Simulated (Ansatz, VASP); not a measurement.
One calculation of TiC, two programs

```xyz
2
Lattice="0.0000 2.1467 2.1467 2.1467 0.0000 2.1467 2.1467 2.1467 0.0000" Properties=species:S:1:pos:R:3 pbc="T T T"
Ti    0.0000    0.0000    0.0000
C     2.1467    2.1467    2.1467
```

Alike in both runs: functional PBEsol; k mesh 16 × 16 × 16; occupations gaussian, width 0.1 eV; no spin polarisation.

Ansatz relaxed the structure, and its values are those at the end. VASP's run is a single point on that final structure, the one shown.

```csv
,VASP,Ansatz
version,VASP 6.6.1,Ansatz 0.2.0
potentials or method,"VASP PAW PBE potentials, release 64 (Ti_sv, C)","scalar-relativistic, plane waves, PAW"
plane-wave cutoff (eV),520,420
valence electrons in the cell,16,16
```

|  | VASP | Ansatz | Ansatz less VASP |
| --- | --- | --- | --- |
| gap on the k mesh at the Fermi level (eV) | none | none | - |
| pressure (GPa) | 0.2 | 0.0 | -0.26 |

A gap of «none» marks a metal or a gap that the smearing closes.

Caveats: the PAW data sets were made with another functional, which shifts forces and pressure a little (VASP).
